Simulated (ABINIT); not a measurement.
# Al2Pt in ABINIT: the effect of functional

Crystal: Al2Pt.

```
Pt Al
1.0
     0.00000    2.95500    2.95500
     2.95500    0.00000    2.95500
     2.95500    2.95500    0.00000
Pt Al
1 2
Direct
  0.00000 0.00000 0.00000
  0.75000 0.75000 0.75000
  0.25000 0.25000 0.25000
```

Alike in all runs:

- Program: ABINIT 10.8.3 (patched build)
- Task: band structure
- Potentials or basis: JTH PAW PBE v2.0
- Cutoff: 517 eV
- k mesh: 8 × 8 × 8
- Occupations: fermi-dirac, width 0.05 eV
- Spin: no spin polarisation

One run gave: pressure -2.7 GPa. Which functional did it use?
A. PBE
B. SCAN
C. BLYP
D. RPBE
E. revPBE

B.

```tsv
functional	pressure (GPa)
PBE	2.3
LDA	-3.4
PBEsol	-0.8
RPBE	4.3
BLYP	6.4
AM05	-1.2
r2SCAN	-0.3
SCAN	-2.7
revPBE	3.8
PW91	2.2
WC	-0.4
```

Caveats: the PAW data sets were made with another functional, which shifts forces and pressure a little (some runs).
